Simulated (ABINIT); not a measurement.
Runs of ABINIT 10.8.3 (patched build) on SnO. It takes space group P4/nmm (No. 129, tetragonal). Conventional cell: a = 3.814 Å, b = 3.814 Å, c = 4.887 Å, α = 90.00°, β = 90.00°, γ = 90.00°. Sn (site symmetry 4mm) has 4 O at 2.23 Å as nearest neighbours. Around O (site symmetry -4m2) lie 4 Sn at 2.23 Å. The cell is a database's computed one.

```csv
task,level,potentials or basis,cell,k mesh,cutoff (eV),fine-grid cutoff,cell freedom (optcell),cutoff smearing ecutsm (Ha),optimiser (ionmov),force stop (Ha/bohr),mesh quality,gap on the mesh (eV),pressure (GPa),largest force (eV/Å)
single point,LDA,JTH PAW LDA v2.0,as given,3 × 3 × 2,626,1224.51 eV,-,-,-,-,coarse,1.23,(a),0.21
band structure,LDA,JTH PAW LDA v2.0 sp,as given,7 × 7 × 6,626,1224.51 eV,-,-,-,-,not flagged,0.46,-2.6,0.09
band structure,BLYP,JTH PAW PBE v2.0,as given,7 × 7 × 6,762,1360.57 eV,-,-,-,-,not flagged,0.60,7.2,(b)
relaxation of cell and atoms,r2SCAN,JTH PAW PBE v2.0,relaxed,4 × 4 × 3,762,1360.57 eV,2,0.5,22,0.0005,coarse,0.41,-,-
single point,PBE,JTH PAW PBE v2.0,as given,6 × 6 × 5,626,1224.51 eV,-,-,-,-,not flagged,0.16,3.2,0.37
band structure,r2SCAN,JTH PAW PBE v2.0,as given,7 × 7 × 6,762,1360.57 eV,-,-,-,-,not flagged,0.51,-,0.12
band structure,PW91,JTH PAW PBE v2.0,as given,7 × 7 × 6,762,1360.57 eV,-,-,-,-,not flagged,0.43,2.4,0.31
band structure,PBE,JTH PAW PBE v2.0 sp,as given,7 × 7 × 6,626,1224.51 eV,-,-,-,-,not flagged,0.38,4.1,0.50
```

Alike in all rows: no spin polarisation; smearing fermi-dirac 0.05 eV.

**Question.** Fill in the values left out.

**Answer.** (a) -3.8; (b) 0.53.

Caveats: some runs use coarse meshes; spin-orbit coupling is left out, which moves the levels of the heavy elements; the mesh misses the band edges, which the band path finds closer together (some runs); the PAW data sets were made with another functional, which shifts forces and pressure a little (some runs); an odd mesh through Γ misses points on the zone boundary, where band edges often lie (some runs); this set keeps more shells in the core, which shifts pressures and gaps (some runs).

A k mesh can miss the band edges, and the runs leave out spin-orbit coupling on Sn.

Not every run made on this cell is shown here.
